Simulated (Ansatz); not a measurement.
# PtS2 (model cell, started as rutile): a soft mode frozen in, part 2 of 2

Wanted: the energy along a soft mode of PtS2 (model cell, started as rutile) and the structure at the end.

Ansatz 0.2.0; DFT PBE, scalar-relativistic, plane waves, PAW.

So far. Step 4 (The mode frozen in, largest atomic shift 0.22 Å): The run ends at a pressure of -0.69 GPa, with forces up to 0.18 eV/Å. Step 5 (Energy along the mode, all amplitudes (two of the runs …): The lowest of the steps tried is at 0.22 Å, 24.0 meV/atom below the parent; the bottom of the well need not coincide with a step.

The structure was built from a prototype and need not be the compound's stable phase.

## (6) Relaxing from the distorted cell

Starting from the lowest point found, all atoms and the cell are let go, so that strain and other modes of the same symmetry can join in.

The input, input.yaml:

```yaml
crystal:
  lattice:
    - [5.4509941254, 0.0, 0.0]
    - [0.0, 5.4509941254, 0.0]
    - [0.0, 0.0, 3.8209341452]
  atoms:
    - { symbol: Pt, position: [0.0, 0.0, 0.0] }
    - { symbol: Pt, position: [0.5, 0.5, 0.5] }
    - { symbol: S, position: [0.3385093613, 0.2814322527, 0.0] }
    - { symbol: S, position: [0.6614906387, 0.7185677473, 0.0] }
    - { symbol: S, position: [0.7814322527, 0.1614906387, 0.5] }
    - { symbol: S, position: [0.2185677473, 0.8385093613, 0.5] }
kpoints:
  mp_grid: { grid: [6, 6, 8] }
hamiltonian:
  xc: pbe
scf:
  occupations: { method: methfessel_paxton, width: 0.15 }
output:
  forces: true
  stress: true
  eigenvalues: true
relax:
  adjacent_minimum: "off"
  f_tol: 0.002
  max_steps: 120
  cell: { stress_tol: 0.03 }
```

Command:

```bash
> ansatz run input.yaml --threads 8 --pin off --max-ram 14336MiB --backend cpu --events-out ev --progress --plain --runs-dir out
```

Numbers of over 12 decimals in the logs are rounded to 6 here.

The program printed:

```text
[...]
Crystal: 6 atoms, lattice volume = 113.533 Å³
Basis set: ecut = 420 eV, 2217 PW (Γ), exchange–correlation on 80×80×54 points (8 copies of the dense FFT grid, shifted against one another)
Bands: 36, of which v1, the nominal top of the filled ones, is band 30 counted from 1 (29 counted from 0)
Symmetry: 8 space group operations
[...]
k-points: 55 of 288
[...]
SCF iter   1: F=—  HF=-28654.608460 eV  |F-HF|=—  |Δ(HF+E_count)|=         —  Δρ=9.28e-3  dr2=5.56e-2  ethr=1.77e-3  ⟨swp⟩=6.1  Hψ=8023  notcnv=0
[...]
SCF iter   7: F=-28654.594370 eV  HF=-28654.594370 eV  |F-HF|=6.73e-9  |Δ(HF+E_count)|=   1.01e-7  S|Δr|=    0.00e0  Δρ=2.67e-6  dr2=3.64e-9  ethr=1.67e-10  ⟨swp⟩=7.1  Hψ=7996  notcnv=0
SCF 1 converged in 7 iterations: F = -28654.594370 eV  dr2 = 3.64e-9
[...]
relax step   1: F+E_penalty+E_count = -28654.59436981 eV  Δ(F+E_penalty+E_count) = +0.000e0 eV  max|allowed force component| = 1.782e-1 eV/Å  Δτ_max = 0.0000 Å  P = -0.690 GPa  Ω = 113.533 Å³  (7 SCF iters, dr2 threshold 1.00e-7 eV, accepted)
Crystal: 6 atoms, lattice volume = 112.415 Å³
Basis set: ecut = 420 eV, 2185 PW (Γ), exchange–correlation on 80×80×54 points (8 copies of the dense FFT grid, shifted against one another)
[...]
iter 1 solved again at ethr=9.39e-6 eV; its pass at ethr=3.10e-3 eV (dr2=5.63e-3 eV) is discarded
[...]
SCF iter   6: F=-28654.615427 eV  HF=-28654.615427 eV  |F-HF|=2.55e-8  |Δ(HF+E_count)|=   9.35e-7  S|Δr|=    0.00e0  Δρ=6.21e-6  dr2=5.55e-8  ethr=1.00e-9  ⟨swp⟩=3.5  Hψ=8455  notcnv=0
SCF 2 converged in 6 iterations: F = -28654.615427 eV  dr2 = 5.55e-8
relax step   2: F+E_penalty+E_count = -28654.61542674 eV  Δ(F+E_penalty+E_count) = -2.106e-2 eV  max|allowed force component| = 7.010e-2 eV/Å  Δτ_max = 0.0493 Å  P = +0.326 GPa  Ω = 112.415 Å³  energy of the carried Pulay correction = +1.992e-4 eV  (6 SCF iters, dr2 threshold 6.00e-7 eV, accepted)
Crystal: 6 atoms, lattice volume = 112.778 Å³
Basis set: ecut = 420 eV, 2177 PW (Γ), exchange–correlation on 80×80×54 points (8 copies of the dense FFT grid, shifted against one another)
[...]
SCF iter   5: F=-28654.617426 eV  HF=-28654.617426 eV  |F-HF|=3.52e-8  |Δ(HF+E_count)|=   7.57e-7  S|Δr|=    0.00e0  Δρ=7.57e-6  dr2=7.96e-8  ethr=1.00e-9  ⟨swp⟩=5.9  Hψ=8376  notcnv=0
SCF 3 converged in 5 iterations: F = -28654.617426 eV  dr2 = 7.96e-8
relax step   3: F+E_penalty+E_count = -28654.61742643 eV  Δ(F+E_penalty+E_count) = -2.000e-3 eV  max|allowed force component| = 2.225e-2 eV/Å  Δτ_max = 0.0127 Å  P = -0.002 GPa  Ω = 112.778 Å³  energy of the carried Pulay correction = +1.343e-4 eV  (5 SCF iters, dr2 threshold 6.00e-7 eV, accepted)
[...]
relax step   4: F+E_penalty+E_count = -28654.61757118 eV  Δ(F+E_penalty+E_count) = -1.448e-4 eV  max|allowed force component| = 4.556e-3 eV/Å  Δτ_max = 0.0034 Å  P = +0.015 GPa  Ω = 112.833 Å³  energy of the carried Pulay correction = +1.246e-4 eV  (5 SCF iters, dr2 threshold 5.58e-8 eV, accepted)
[...]
relax step   5: F+E_penalty+E_count = -28654.61757667 eV  Δ(F+E_penalty+E_count) = -5.490e-6 eV  max|allowed force component| = 1.158e-4 eV/Å  Δτ_max = 0.0006 Å  P = -0.001 GPa  Ω = 112.837 Å³  energy of the carried Pulay correction = +1.238e-4 eV  (5 SCF iters, dr2 threshold 4.35e-9 eV, accepted)
[...]
SCF iter   1: F=—  HF=-28654.617223 eV  |F-HF|=—  |Δ(HF+E_count)|=         —  Δρ=1.24e-5  dr2=2.91e-8  ethr=1.89e-7  ⟨swp⟩=3.8  Hψ=13387  notcnv=0
eigensolver tolerance schedule: the retry pair's looser diagonalisation over-reported the residual by 3907.49 of it (diagonalisation noise at 0.31 of the residual, at the tolerance the schedule requests for it); recorded, not acted on — ethr = c·dr2/N_el stays at c = 1.0e-1
SCF iter   2: F=—  HF=-28654.617452 eV  |F-HF|=—  |Δ(HF+E_count)|=   2.29e-4  S|Δr|=    0.00e0  Δρ=3.10e-6  dr2=6.87e-9  ethr=4.85e-11  ⟨swp⟩=3.1  Hψ=4424  notcnv=0
[...]
SCF iter   5: F=-28654.617452 eV  HF=-28654.617452 eV  |F-HF|=7.28e-12  |Δ(HF+E_count)|=  1.82e-11  S|Δr|=    0.00e0  Δρ=8.12e-8  dr2=6.81e-12  ethr=1.00e-12  ⟨swp⟩=5.5  Hψ=9967  notcnv=0
SCF 6 converged in 5 iterations: F = -28654.617452 eV  dr2 = 6.81e-12
relax step   6: F+E_penalty+E_count = -28654.61745171 eV  Δ(F+E_penalty+E_count) = +1.250e-4 eV  max|allowed force component| = 9.686e-5 eV/Å  Δτ_max = 0.0000 Å  P = -0.001 GPa  Ω = 112.837 Å³  stress off target by 2.27e-3 GPa  SCF on the basis re-selected at this cell (its energy is not comparable with the rows above)  (5 SCF iters)
basis re-selected at this cell: Δ(F+E_penalty+E_count) = +1.250e-4 eV, ΔP = +0.000 GPa vs the last step (what re-selecting the basis moved, of the pressure what is left beyond the Pulay correction that the steps carried, after the strain that the cell walked since its last selection, with what the two solves' SCF thresholds leave and, on support functions, any second-order correction that the steps lacked; it is no m [...]
SCF converged after 5 iterations
[...]
Free energy (F): -28654.617452 eV
[...]
Internal energy: -28654.619678 eV  (E = F + TS)
E sigma→0 (E₀):  -28654.618008 eV
Entropy (-TS):   0.002226 eV (0.371 meV/atom)
Fermi energy:    10.297334 eV
[...]
--- Forces (eV/Å), atoms counted from 1 ---
  atom   1  Pt    -0.00000000    -0.00000000     0.00000000
  atom   2  Pt     0.00000000     0.00000000    -0.00000000
  atom   3  S      0.00009686     0.00004434     0.00000000
  atom   4  S     -0.00009686    -0.00004434    -0.00000000
  atom   5  S      0.00004434    -0.00009686    -0.00000000
  atom   6  S     -0.00004434     0.00009686     0.00000000
  max |Σ_I F_I| component: 1.39e-17 eV/Å
--- Stress (GPa, compression-positive) ---
       -0.002274       0.000000      -0.000000
       -0.000000      -0.002274       0.000000
       -0.000000       0.000000       0.002085
  P = ⅓ Tr σ = -0.0008 GPa (-0.008 kbar)
--- Band table (eV; the first three rows and the last of 55) ---
  k-point 0: bands = [... 26 lower, 9.1455, 9.2871, 10.1700, 10.1700, 10.7148, 12.7580, 12.7580, 13.0700, ... 2 higher]
  k-point 1: bands = [... 26 lower, 9.0811, 9.2792, 10.1058, 10.1058, 10.4653, 12.3423, 12.3423, 12.6552, ... 2 higher]
  k-point 2: bands = [... 26 lower, 9.1728, 9.5721, 9.9146, 9.9146, 10.1609, 11.7479, 11.8634, 11.8634, ... 2 higher]
  k-point 54: bands = [... 26 lower, 9.5679, 9.5679, 9.8100, 9.8100, 11.4493, 11.4493, 11.6033, 11.6033, ... 2 higher]
--- Relaxed structure (5 steps of the walk, 5 accepted, 1 SCFs on fresh bases) ---
  F+E_penalty+E_count = -28654.61745171 eV   max|allowed force component| = 9.686e-5 eV/Å   (the final SCF, on the basis selected at the relaxed cell)
  cell:  # Å, volume = 112.8373 Å³
    - [5.449088, 0, 0]
    - [0, 5.449088, 0]
    - [0, 0, 3.800187]
  atoms:
    - { symbol: Pt, position: [-1.4585992478898396e-19, 2.2873488205545157e-19, 0] }
    - { symbol: Pt, position: [0.500000, 0.500000, 0.5] }
    - { symbol: S, position: [0.347511, 0.275410, 0] }
    - { symbol: S, position: [0.652489, 0.724590, 0] }
    - { symbol: S, position: [0.775410, 0.152489, 0.5] }
    - { symbol: S, position: [0.224590, 0.847511, 0.5] }
```

Elapsed: 8.4 s, on 8 threads of Arm Neoverse V2, shared host; peak memory 0.63 GiB.

Relaxation path:

| step | energy less that of the first step (eV) | largest force component (eV/Å) | pressure (GPa) | volume (Å³) |
| --- | --- | --- | --- | --- |
| 1 | 0.0000 | 0.1782 | -0.69 | 113.53 |
| 2 | -0.0211 | 0.0701 | 0.33 | 112.42 |
| 3 | -0.0231 | 0.0222 | 0.00 | 112.78 |
| 4 | -0.0232 | 0.0046 | 0.01 | 112.83 |
| 5 | -0.0232 | 0.0001 | 0.00 | 112.84 |
| 6* | -0.0231 | 0.0001 | 0.00 | 112.84 |

Relaxation steps marked * repeat the geometry before them on a plane-wave basis chosen anew for their cell, so energy and pressure can jump there.

The run keeps the 8 symmetry operations that it works with, so distortions that break them were not tested.

| conventional cell, symmetrised | before | after | change |
| --- | --- | --- | --- |
| a (Å) | 5.451 | 5.449 | -0.0 % |
| b (Å) | 5.451 | 5.449 | -0.0 % |
| c (Å) | 3.821 | 3.800 | -0.5 % |
| volume (Å³/atom) | 18.92 | 18.81 | -0.6 % |

The atoms that moved most (Å, as changes of fractional coordinates times the final cell):

| atom | dx | dy | dz | length |
| --- | --- | --- | --- | --- |
| S6 | 0.033 | 0.049 | 0.000 | 0.059 |
| S5 | -0.033 | -0.049 | 0.000 | 0.059 |
| S4 | -0.049 | 0.033 | 0.000 | 0.059 |
| S3 | 0.049 | -0.033 | 0.000 | 0.059 |

Final coordinates:

```cif
data_structure
_symmetry_space_group_name_H-M 'P 1'
_symmetry_Int_Tables_number 1
_cell_length_a 5.4491
_cell_length_b 5.4491
_cell_length_c 3.8002
_cell_angle_alpha 90.000
_cell_angle_beta 90.000
_cell_angle_gamma 90.000
_cell_volume 112.84
loop_
_atom_site_label
_atom_site_type_symbol
_atom_site_fract_x
_atom_site_fract_y
_atom_site_fract_z
_atom_site_occupancy
Pt1 Pt 0.00000 0.00000 0.00000 1
Pt2 Pt 0.50000 0.50000 0.50000 1
S3 S 0.34751 0.27541 0.00000 1
S4 S 0.65249 0.72459 0.00000 1
S5 S 0.77541 0.15249 0.50000 1
S6 S 0.22459 0.84751 0.50000 1
```

Numbers from this step:

```yaml
pressure: -8.21e-4 GPa
volume_per_atom: 18.81 Å³
```

The distorted start has space group P4_2/m; the relaxation ends in P4_2/m.

## (7) The new phase in its own primitive cell

The relaxed structure is symmetrised, reduced to its primitive cell and relaxed tightly, as its phonons need.

input.yaml, the sections that differ from step 6:

```yaml
crystal:
  lattice:
    - [5.4490876391, 0.0, 0.0]
    - [0.0, 5.4490876391, 0.0]
    - [0.0, 0.0, 3.8001871115]
  atoms:
    - { symbol: Pt, position: [0.0, 0.5, 0.0] }
    - { symbol: Pt, position: [0.5, 0.0, 0.5] }
    - { symbol: S, position: [0.347510833, 0.7754101853, 0.0] }
    - { symbol: S, position: [0.652489167, 0.2245898147, 0.0] }
    - { symbol: S, position: [0.7754101853, 0.652489167, 0.5] }
    - { symbol: S, position: [0.2245898147, 0.347510833, 0.5] }
relax:
  adjacent_minimum: "off"
  f_tol: 0.001
  max_steps: 60
  cell: { stress_tol: 0.01 }
# kpoints, hamiltonian, scf, output: as in step 6
```

The program printed:

```text
[...]
Crystal: 6 atoms, lattice volume = 112.837 Å³
Basis set: ecut = 420 eV, 2201 PW (Γ), exchange–correlation on 80×80×54 points (8 copies of the dense FFT grid, shifted against one another)
Bands: 36, of which v1, the nominal top of the filled ones, is band 30 counted from 1 (29 counted from 0)
Symmetry: 8 space group operations
[...]
k-points: 55 of 288
[...]
cell:  # Å, volume = 112.8373 Å³
    - [5.4490876391, 0.0, 0.0]
    - [0.0, 5.4490876391, 0.0]
    - [0.0, 0.0, 3.8001871115]
  atoms:
    - { symbol: Pt, position: [0.0, 0.5, 0.0] }
    - { symbol: Pt, position: [0.5, 0.0, 0.5] }
    - { symbol: S, position: [0.347510833, 0.775410, 0.0] }
    - { symbol: S, position: [0.652489167, 0.2245898147, 0.0] }
    - { symbol: S, position: [0.775410, 0.652489167, 0.5] }
    - { symbol: S, position: [0.2245898147, 0.347510833, 0.5] }
[key lines of the parts left out:]
SCF converged after 6 iterations
Free energy (F): -28654.617452 eV
Fermi energy:    10.297333 eV
P = ⅓ Tr σ = -0.0008 GPa (-0.008 kbar)
```

Run time: 3.3 s. Hardware: 8 threads; peak memory 0.61 GiB; 24 s of CPU time.

Little changed from the start: no atom moved by 0.005 Å and no cell edge by 0.1 %.

The largest force component left is 0.097 meV/Å and the pressure is -0.001 GPa, within the tolerances set. The cell now holds 18.81 Å³/atom.

## (8) Modes of the new phase

A relaxed structure may still be a saddle point, so its zone-centre modes are computed. No field response is asked, since the mesh shows no gap.

Changes to input.yaml since step 7:

```diff
@@ -19,9 +19,4 @@
 output:
-  forces: true
-  stress: true
   eigenvalues: true
-relax:
-  adjacent_minimum: "off"
-  f_tol: 0.001
-  max_steps: 60
-  cell: { stress_tol: 0.01 }
+phonons:
+  method: dfpt
```

The program printed:

```text
zone centre: on kpoints.mp_grid the ground state, and the responses unless they are solved on pairs of k-points, stand on 100 of the mesh's 288 k-points, reduced under 2 symmetry operations, with k and −k counted as one. Each operation leaves every solved displacement unchanged or reverses it
[...]
Crystal: 6 atoms, lattice volume = 112.837 Å³
Basis set: ecut = 420 eV, 2201 PW (Γ), exchange–correlation on 80×80×60 points (8 copies of the dense FFT grid, shifted against one another)
Bands: 36, of which v1, the nominal top of the filled ones, is band 30 counted from 1 (29 counted from 0)
Symmetry: 8 space group operations
k-points: 100 of 288 (irreducible under 2 space group operations, time reversal used)
[...]
SCF iter   1: F=—  HF=-28654.635003 eV  |F-HF|=—  |Δ(HF+E_count)|=         —  Δρ=1.04e-2  dr2=7.19e-2  ethr=1.77e-3  ⟨swp⟩=6.3  Hψ=14722  notcnv=0
[...]
SCF iter  10: F=-28654.617452 eV  HF=-28654.617452 eV  |F-HF|=2.18e-11  |Δ(HF+E_count)|=  1.46e-11  S|Δr|=    0.00e0  Δρ=1.91e-8  dr2=1.73e-13  ethr=1.00e-12  ⟨swp⟩=8.0  Hψ=16729  notcnv=0
SCF 1 converged in 10 iterations: F = -28654.617452 eV  dr2 = 1.73e-13
[...]
DFPT response loops at Γ: preconditioner auto → Kerker (q_TF=auto, 2.456 Å⁻¹) (partly filled bands, converged f_vac=0.043); β = 1.00, the filter's whole step (`scf.mixing.beta` (0.50) is not read by the response loops under this deck's `scf.mixing.preconditioner`; to damp them name `kerker` or `kerker_dos`, under which they read `scf.mixing.beta`, and type it under 1.00, their step now; both keys bind the ground state too); Broyden in place of MSR1
SCF converged after 10 iterations
[...]
Free energy (F): -28654.617452 eV
[...]
Internal energy: -28654.619678 eV  (E = F + TS)
E sigma→0 (E₀):  -28654.618008 eV
Entropy (-TS):   0.002226 eV (0.371 meV/atom)
Fermi energy:    10.297333 eV
[...]
--- Band table (eV; the first three rows and the last of 100) ---
  k-point 0: bands = [... 26 lower, 9.1455, 9.2871, 10.1700, 10.1700, 10.7148, 12.7580, 12.7580, 13.0700, ... 2 higher]
  k-point 1: bands = [... 26 lower, 9.0811, 9.2792, 10.1058, 10.1058, 10.4653, 12.3423, 12.3423, 12.6552, ... 2 higher]
  k-point 2: bands = [... 26 lower, 9.1728, 9.5721, 9.9146, 9.9146, 10.1609, 11.7479, 11.8634, 11.8634, ... 2 higher]
  k-point 99: bands = [... 26 lower, 9.5679, 9.5679, 9.8100, 9.8100, 11.4493, 11.4493, 11.6033, 11.6033, ... 2 higher]
--- Phonons (Γ-DFPT): 6 representative perturbations + reference, on 100 of 288 k-points (Σ response iterations 19) ---
  k mesh reduced under 2 symmetry operations, with k and −k counted as one. Each operation leaves every solved displacement unchanged or reverses it
  ASR residual: 2.755e-5 → 0.000e0 eV/Å²; symmetrization residual: 1.398e-5 eV/Å²
  ASR residual per site (eV/Å²): 2.76e-5 2.76e-5 2.40e-5 2.40e-5 2.40e-5 2.40e-5
[...]
non-analytic LO–TO correction: not included (Born effective charges unavailable; polar crystals: no LO–TO splitting at Γ)
```

It took 34 s on 8 threads; peak memory 1.6 GiB.

Numbers from this step:

| Quantity | Value |
| --- | --- |
| sum-rule residual before enforcement | 2.76e-5 eV/Å² |
| point group | 4/m |
| highest optical mode at the zone centre (no LO-TO term) | 389.8 cm⁻¹ |
| lowest optical zone-centre mode | 100.1 cm⁻¹ |

Patterns of degenerate modes are one choice out of their space. The modes at Γ (shares of kinetic energy by element, %):

```
mode  frequency (cm⁻¹)  symmetry  Pt %  S %
   1               0.0  acoustic    75   25
   2               0.0  acoustic    75   25
   3               0.0  acoustic    75   25
   4             100.1        Bu    92    8
   5             100.8        Bg     0  100
   6             108.6        Eu    83   17
   7             108.6        Eu    83   17
   8             166.6        Eu    28   72
   9             166.6        Eu    28   72
  10             169.3        Ag     0  100
  11             283.9        Eg     0  100
  12             283.9        Eg     0  100
  13             326.1        Au    25   75
  14             328.1        Eu    13   87
  15             328.1        Eu    13   87
  16             329.1        Ag     0  100
  17             358.7        Bu     8   92
  18             389.8        Bg     0  100
```

Displacements in mode 4 (100.1 cm⁻¹), the largest set to 1:
```
Pt1  0.00  0.00  1.00
Pt2  0.00  0.00 -1.00
S3   0.00  0.00 -0.52
S4   0.00  0.00 -0.52
S5   0.00  0.00  0.52
S6   0.00  0.00  0.52
```

Displacements in mode 18 (389.8 cm⁻¹), the largest set to 1:
```
Pt1  0.00  0.00  0.00
Pt2  0.00  0.00  0.00
S3   0.92  1.00  0.00
S4  -0.92 -1.00  0.00
S5  -1.00  0.92  0.00
S6   1.00 -0.92  0.00
```

Before it was imposed, the acoustic sum rule was missed by 2.8e-5 eV/Å². Small misses are needed for a sound result but don't prove that mesh and cutoff are converged. The lowest optical mode is real, 100 cm⁻¹.

## (9) The phases reached

The phases reached along the modes that were followed are set side by side.

Energies are those of the first relaxation, on the mesh of the frozen mode; space group, volume and gap are those of the last relaxation. Phases, by row:

```csv
mode frozen in,space group,energy from parent (meV/atom),volume (Å³/atom),gap on mesh (eV),lowest zone-centre optical mode (cm⁻¹),largest shift (Å)
parent,P4_2/mnm,0,18.92,0,–,–
"q = (0, 0, 0), 159i cm⁻¹",Pnnm,-109.6,18.28,0,78.5,0.496
"q = (0, 0, 0), 154i cm⁻¹",P4_2/m,-28.04,18.81,0,100.1,0.278
```

## (10) Summary of results

```json
{"unstable mode of the parent": "q = (0, 0, 0), 154i cm⁻¹", "depth at the lowest point sampled": "24.0 meV/atom", "largest atomic shift at that point": "0.22 Å", "space group reached (within 0.01 Å)": "P4_2/m", "energy gained over the parent (first relaxation, on the mesh of the frozen mode)": "28.0 meV/atom", "volume per atom, phase reached": "18.8 Å³", "lowest optical zone-centre mode, phase reached": "100 cm⁻¹", "highest optical mode at the zone centre (no LO-TO term), phase reached": "390 cm⁻¹"}
```

What this shows: Along this mode the structure falls into P4_2/m, 28.0 meV/atom below the parent. At the parent's cell the well is 24.05 meV/atom deep on the steps tried, with its lowest point at a shift of 0.22 Å. Relaxing atoms and cell changes the gain by +3.99 meV/atom against the lowest step (energies at zero smearing). The new phase has no imaginary mode at the zone centre of its cell; other wavevectors were not checked. Of the 2 patterns followed to their end from this parent, this one ends 81.6 meV/atom above the lowest, Pnnm. Each path keeps the symmetry of its pattern, so a lower phase may lie along a pattern not tried. The q mesh is too sparse to interpolate, so only the solved wavevectors are given. With no gap, or one that is small against the smearing, the frequencies hang on the k mesh and the smearing, most of all near Kohn anomalies. A semilocal functional can close a gap that the real compound would have, so the metallic treatment may be an artefact of the level. Spin-orbit coupling is left out, which can matter for the heavy elements here. The starting cell was built on a prototype and not taken from a measurement, so the phase need not exist.

[Logs are printed without paths, hosts, clocks, repeated set-up lines and the standing remarks that a program may print on its own settings, such as how far it seeks lower states.]

[Hosts, paths, dates, database ids (printed as entryN), source tags and the programs' standing remarks are cut or masked in the printed files.]
